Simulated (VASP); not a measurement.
# TiC (Fm-3m) in VASP: notebook

The runs below take TiC through relaxation of cell and atoms, with PBE.

Everything below comes from runs of VASP 6.6.1. Logs are shortened: lines on timing, memory, paths and dates and some standing lists are left out, and cuts for length are marked.

## Step 1: The crystal as given

Symmetry: Fm-3m, No. 225, cubic system. Conventional cell: a = 4.319 Å, b = 4.319 Å, c = 4.319 Å, α = 90.00°, β = 90.00°, γ = 90.00°. Ti (site symmetry m-3m) has 6 C at 2.16 Å as nearest neighbours. C (site symmetry m-3m) is surrounded by 6 Ti at 2.16 Å.

## Step 2: Relaxation of cell and atoms, PBE

Contents of INCAR:

```
ALGO = Normal
EDIFF = 1E-7
EDIFFG = -0.002
ENCUT = 520
GGA = PE
IBRION = 2
ISIF = 3
ISMEAR = 0
LASPH = True
LCHARG = False
LREAL = False
LWAVE = False
NELM = 60
NSW = 80
PREC = Accurate
SIGMA = 0.1
```

Contents of KPOINTS:

```
k-points
0
Gamma
  6 6 6
```

Contents of POSCAR:

```
TiC
1.0
    0.0000000000      2.1593000000      2.1593000000
    2.1593000000      0.0000000000      2.1593000000
    2.1593000000      2.1593000000      0.0000000000
Ti C
1 1
Direct
    0.0000000000      0.0000000000      0.0000000000
    0.5000000000      0.5000000000      0.5000000000
```

Potentials or basis: VASP PAW PBE potentials, release 64 (Ti_sv, C).

Run with:

```bash
$ cat potpaw_PBE.64/Ti_sv/POTCAR potpaw_PBE.64/C/POTCAR > POTCAR
$ mpirun -np 1 vasp_std > vasp.out
```

OUTCAR:

```text
EDIFF = 1E-7
   EDIFFG = -0.002
   ENCUT = 520
   GGA = PE
   IBRION = 2
   ISIF = 3
   ISMEAR = 0
   LASPH = True
   LREAL = False
   NELM = 60
   NSW = 80
   PREC = Accurate

 ion  position               nearest neighbor table
   1  0.000  0.000  0.000-   2 2.16   2 2.16   2 2.16   2 2.16   2 2.16   2 2.16
   2  0.500  0.500  0.500-   1 2.16   1 2.16   1 2.16   1 2.16   1 2.16   1 2.16

  LATTYP: Found a face centered cubic cell.
 ALAT       =     4.3186000000

  Lattice vectors:

 A1 = (   0.0000000000,   2.1593000000,   2.1593000000)
 A2 = (   2.1593000000,   0.0000000000,   2.1593000000)
 A3 = (   2.1593000000,   2.1593000000,   0.0000000000)

Analysis of symmetry for initial positions (statically):
=====================================================================
 Subroutine PRICEL returns:
 Original cell was already a primitive cell.

 Routine SETGRP: Setting up the symmetry group for a
 face centered cubic supercell.

 Subroutine GETGRP returns: Found 48 space group operations
 (whereof 48 operations were pure point group operations)
 out of a pool of 48 trial point group operations.

The static configuration has the point symmetry O_h .

Analysis of symmetry for dynamics (positions and initial velocities):
=====================================================================
 Subroutine PRICEL returns:
 Original cell was already a primitive cell.

 Routine SETGRP: Setting up the symmetry group for a
 face centered cubic supercell.

 Subroutine GETGRP returns: Found 48 space group operations
 (whereof 48 operations were pure point group operations)
 out of a pool of 48 trial point group operations.

The dynamic configuration has the point symmetry O_h .

 Subroutine INISYM returns: Found 48 space group operations
 (whereof 48 operations are pure point group operations),
 and found     1 'primitive' translations

----------------------------------------------------------------------------------------

                                     Primitive cell

  volume of cell :      20.1358

  direct lattice vectors                    reciprocal lattice vectors
     0.000000000  2.159300000  2.159300000    -0.231556523  0.231556523  0.231556523
     2.159300000  0.000000000  2.159300000     0.231556523 -0.231556523  0.231556523
     2.159300000  2.159300000  0.000000000     0.231556523  0.231556523 -0.231556523

  length of vectors
     3.053711345  3.053711345  3.053711345     0.401067663  0.401067663  0.401067663

  position of ions in fractional coordinates (direct lattice)
     0.000000000  0.000000000  0.000000000
     0.500000000  0.500000000  0.500000000

  ion indices of the primitive-cell ions
   primitive index   ion index
                 1           1
                 2           2

----------------------------------------------------------------------------------------

 KPOINTS: k-points

Automatic generation of k-mesh.
 Grid dimensions read from file:
 generate k-points for:    6    6    6

 Generating k-lattice:

  Cartesian coordinates                     Fractional coordinates (reciprocal lattice)
    -0.038592754  0.038592754  0.038592754     0.166666667  0.000000000  0.000000000
     0.038592754 -0.038592754  0.038592754     0.000000000  0.166666667  0.000000000
     0.038592754  0.038592754 -0.038592754     0.000000000  0.000000000  0.166666667

  Length of vectors
     0.066844610  0.066844610  0.066844610

  Shift w.r.t. Gamma in fractional coordinates (k-lattice)
     0.000000000  0.000000000  0.000000000

 Subroutine IBZKPT returns following result:
 ===========================================

 Found     16 irreducible k-points:

 Following reciprocal coordinates:
            Coordinates               Weight
  0.000000  0.000000  0.000000      1.000000
  0.166667  0.000000  0.000000      8.000000
  0.333333  0.000000  0.000000      8.000000
  0.500000  0.000000  0.000000      4.000000
  0.166667  0.166667  0.000000      6.000000
  0.333333  0.166667  0.000000     24.000000
[... 8 lines left out ...]
 -0.333333  0.333333  0.166667     24.000000
 -0.333333  0.500000  0.166667     12.000000
   k-points           NKPTS =     16   k-points in BZ     NKDIM =     16   number of bands    NBANDS=     12
   number of dos      NEDOS =    301   number of ions     NIONS =      2
   total plane-waves  NPLWV =  13824
   dimension x,y,z NGX =    24 NGY =   24 NGZ =   24
   dimension x,y,z NGXF=    48 NGYF=   48 NGZF=   48
   ions per type =               1   1
   NGX,Y,Z   is equivalent  to a cutoff of  13.07, 13.07, 13.07 a.u.
   NGXF,Y,Z  is equivalent  to a cutoff of  26.13, 26.13, 26.13 a.u.
 SYSTEM =  unknown system
   PREC   = accura    normal or accurate (medium, high low for compatibility)
   ISTART =      0    job   : 0-new  1-cont  2-samecut
   ICHARG =      2    charge: 1-file 2-atom 10-const
   ISPIN  =      1    spin polarized calculation?
   LNONCOLLINEAR =      F non collinear calculations
   LSORBIT =      F    spin-orbit coupling
   LASPH  =      T    aspherical Exc in radial PAW
   ENCUT  =  520.0 eV  38.22 Ry    6.18 a.u.   5.68  5.68  5.68*2*pi/ulx,y,z
   NELM   =     60;   NELMIN=  2; NELMDL= -5     # of ELM steps
   EDIFF  = 0.1E-06   stopping-criterion for ELM
   LREAL  =      F    real-space projection
   EDIFFG = -.2E-02   stopping-criterion for IOM
   NSW    =     80    number of steps for IOM
   IBRION =      2    ionic relax: 0-MD 1-quasi-New 2-CG
   NFREE  =      1    steps in history (QN), initial steepest desc. (CG)
   ISIF   =      3    stress and relaxation
   ISYM   =      2    0-nonsym 1-usesym 2-fastsym
   POTIM  = 0.5000    time-step for ionic-motion
   TEBEG  =    0.0;   TEEND  =   0.0 temperature during run
   PSTRESS=    0.0 pullay stress
   NELECT =      16.0000    total number of electrons
   NUPDOWN=      -1.0000    fix difference up-down
   EMIN   =  10.00;   EMAX   =-10.00  energy-range for DOS
   EFERMI =   0.00;   METHOD = LEGACY
   ISMEAR =     0;   SIGMA  =   0.10  broadening in eV -4-tet -1-fermi 0-gaus
   EFERMI_NEDOS =   21; number of points for ismear=-14 and -15
   IALGO  =     38    algorithm
   IMIX   =      4    mixing-type and parameters
     AMIX     =   0.40;   BMIX     =  1.00
     AMIX_MAG =   1.60;   BMIX_MAG =  1.00
  volume/ion in A,a.u.               =      10.07        67.94
  Fermi-wavevector in a.u.,A,eV,Ry     =   1.516323  2.865436 31.283015  2.299237
  Thomas-Fermi vector in A             =   2.625728
   LORBIT       =      0    0 simple, 1 ext, 2 COOP (PROOUT), +10 PAW based schemes
   GGA     = PE    functional components
   LHFCALC =     F    Hartree Fock is set to
   AEXX    =    0.0000 exact exchange contribution
   IVDW    =     0    specifies the selected vdW correction
   LEPSILON=     F    determine dielectric tensor
   LRPA    =     F    only Hartree local field effects (RPA)
 conjugate gradient relaxation of ions
 non-spin polarized calculation
 Gauss-broadening in eV      SIGMA  =   0.10
  energy-cutoff  :      520.00
  volume of cell :       20.14
 maximum number of plane-waves:       556
 NGX is ok and might be reduce to    24
   NGX = 11   NGY = 11   NGZ = 11

--------------------------------------- Ionic step        1  -------------------------------------------

 number of electron      16.0000002 magnetization

 Free energy of the ion-electron system (eV)
  ---------------------------------------------------
  ext. energy  EPLUGINS =         0.00000000
  ---------------------------------------------------
  free energy    TOTEN  =       -18.69596302 eV

  energy without entropy =      -18.69350259  energy(sigma->0) =      -18.69473281

------------------------ aborting loop because EDIFF is reached ----------------------------------------

  FORCE on cell =-STRESS in cart. coord.  units (eV):
  Direction    XX          YY          ZZ          XY          YZ          ZX
  --------------------------------------------------------------------------------------
  -------------------------------------------------------------------------------------
  Total        0.3545171      0.3545171      0.3545171     -0.0000000      0.0000000      0.0000000
  in kB       28.2084272     28.2084272     28.2084272     -0.0000000      0.0000000      0.0000000
  external PRESSURE =      28.2084272 kB  Pullay stress =       0.0000000 kB

 VOLUME and BASIS-vectors are now :
 -----------------------------------------------------------------------------
  energy-cutoff  :      520.00
  volume of cell :       20.14
      direct lattice vectors                 reciprocal lattice vectors
     0.000000000  2.159300000  2.159300000    -0.231556523  0.231556523  0.231556523
     2.159300000  0.000000000  2.159300000     0.231556523 -0.231556523  0.231556523
     2.159300000  2.159300000  0.000000000     0.231556523  0.231556523 -0.231556523

 POSITION                                       TOTAL-FORCE (eV/Angst)
 -----------------------------------------------------------------------------------
      0.00000      0.00000      0.00000         0.000000      0.000000      0.000000
      2.15930      2.15930      2.15930         0.000000     -0.000000     -0.000000
 -----------------------------------------------------------------------------------
    total drift:                                0.000000     -0.000000     -0.000000

  FREE ENERGIE OF THE ION-ELECTRON SYSTEM (eV)
  ---------------------------------------------------
  free  energy   TOTEN  =       -18.6959630222 eV
[... 17 lines left out ...]
 VOLUME and BASIS-vectors are now :
 -----------------------------------------------------------------------------
  energy-cutoff  :      520.00
  volume of cell :       20.66
      direct lattice vectors                 reciprocal lattice vectors
     0.000000000  2.177765090  2.177765090    -0.229593174  0.229593174  0.229593174
     2.177765090  0.000000000  2.177765090     0.229593174 -0.229593174  0.229593174
     2.177765090  2.177765090  0.000000000     0.229593174  0.229593174 -0.229593174

 POSITION                                       TOTAL-FORCE (eV/Angst)
 -----------------------------------------------------------------------------------
      2.17777      2.17777      0.00000         0.000000      0.000000      0.000000
      2.17777      2.17777      2.17777        -0.000000     -0.000000     -0.000000
 -----------------------------------------------------------------------------------
    total drift:                                0.000000     -0.000000     -0.000000

  FREE ENERGIE OF THE ION-ELECTRON SYSTEM (eV)
  ---------------------------------------------------
  free  energy   TOTEN  =       -18.6946193339 eV

  energy  without entropy=      -18.6918797823  energy(sigma->0) =      -18.69324956

--------------------------------------- Ionic step        3  -------------------------------------------

 number of electron      16.0000000 magnetization

 Free energy of the ion-electron system (eV)
  ---------------------------------------------------
  ext. energy  EPLUGINS =         0.00000000
  ---------------------------------------------------
  free energy    TOTEN  =       -18.69791071 eV

  energy without entropy =      -18.69533606  energy(sigma->0) =      -18.69662339

 E-fermi :   9.2773     XC(G=0): -12.6856

 val. band max:        9.1834415187   @ k =   0.1667   0.1667   0.0000
 cond. band min:       9.3550837828   @ k =   0.5000   0.5000   0.0000
 fundamental gap:      0.1716422640
 Fermi energy:         9.2773092494

 k-point     1 :       0.0000    0.0000    0.0000
  band No.  band energies     occupation
      1     -47.2086      2.00000
      2     -23.2339      2.00000
      3     -23.2339      2.00000
      4     -23.2339      2.00000
      5      -2.9955      2.00000
      6      10.0793      0.00000
      7      10.0793      0.00000
      8      10.0793      0.00000
      9      11.0681      0.00000
     10      11.0681      0.00000
     11      11.0681      0.00000
     12      11.0951      0.00000

 k-point     2 :       0.1667    0.0000    0.0000
  band No.  band energies     occupation
      1     -47.1907      2.00000
      2     -23.3604      2.00000
      3     -23.2459      2.00000
      4     -23.2459      2.00000
      5      -2.3878      2.00000
      6       8.0875      2.00000
      7       8.5912      2.00000
      8       8.5912      2.00000
      9      10.6692      0.00000
     10      10.6692      0.00000
     11      11.8227      0.00000
     12      13.8528      0.00000
[... 221 lines left out ...]
 VOLUME and BASIS-vectors are now :
 -----------------------------------------------------------------------------
  energy-cutoff  :      520.00
  volume of cell :       20.36
      direct lattice vectors                 reciprocal lattice vectors
     0.000000000  2.167288867  2.167288867    -0.230702980  0.230702980  0.230702980
     2.167288867  0.000000000  2.167288867     0.230702980 -0.230702980  0.230702980
     2.167288867  2.167288867  0.000000000     0.230702980  0.230702980 -0.230702980

 POSITION                                       TOTAL-FORCE (eV/Angst)
 -----------------------------------------------------------------------------------
      0.00000      0.00000      0.00000         0.000000     -0.000000     -0.000000
      2.16729      2.16729      2.16729        -0.000000      0.000000      0.000000
 -----------------------------------------------------------------------------------
    total drift:                                0.000000     -0.000000     -0.000000

  FREE ENERGIE OF THE ION-ELECTRON SYSTEM (eV)
  ---------------------------------------------------
  free  energy   TOTEN  =       -18.6979107139 eV

  energy  without entropy=      -18.6953360619  energy(sigma->0) =      -18.69662339

 reached required accuracy - stopping structural energy minimisation
```

Run time: 7.3 s. Hardware: 1 thread of Intel Xeon 6975P-C (Granite Rapids), shared host; peak memory 0.14 GiB.

What came out:

| Property | Result |
| --- | --- |
| Free energy | -18.6979 eV |
| Relaxed volume | 10.18 Å³/atom |
| Relaxed cell | a = 3.065 Å, b = 3.065 Å, c = 3.065 Å, α = 60.00°, β = 60.00°, γ = 60.00° |
| Space group after relaxing (to 0.05 Å) | Fm-3m (No. 225) |
| Energy gained by relaxing | 1.0 meV/atom |
| Ionic steps | 3 |
| Pressure after relaxing | 0.0 GPa |
| Band gap on the k mesh | none (metal or under the smearing width) |

The path:
```csv
step,energy change (eV),largest force (eV/Å),pressure (GPa),volume (Å³)
1,0.0000,0.0000,2.82,20.14
2,0.0013,0.0000,-3.50,20.66
3,-0.0019,0.0000,0.00,20.36
```

Final structure:
```yaml
crystal:
  lattice:
    - [0.00000, 2.16729, 2.16729]
    - [2.16729, 0.00000, 2.16729]
    - [2.16729, 2.16729, 0.00000]
  atoms:
    - { symbol: Ti, position: [0.00000, 0.00000, 0.00000] }
    - { symbol: C, position: [0.50000, 0.50000, 0.50000] }
```

Caveat: the k mesh is coarse (spacing up to 0.42 Å⁻¹), so the values aren't converged. Zero-point motion and thermal expansion aren't in these numbers.

(Part 1 of 2 ends here.)
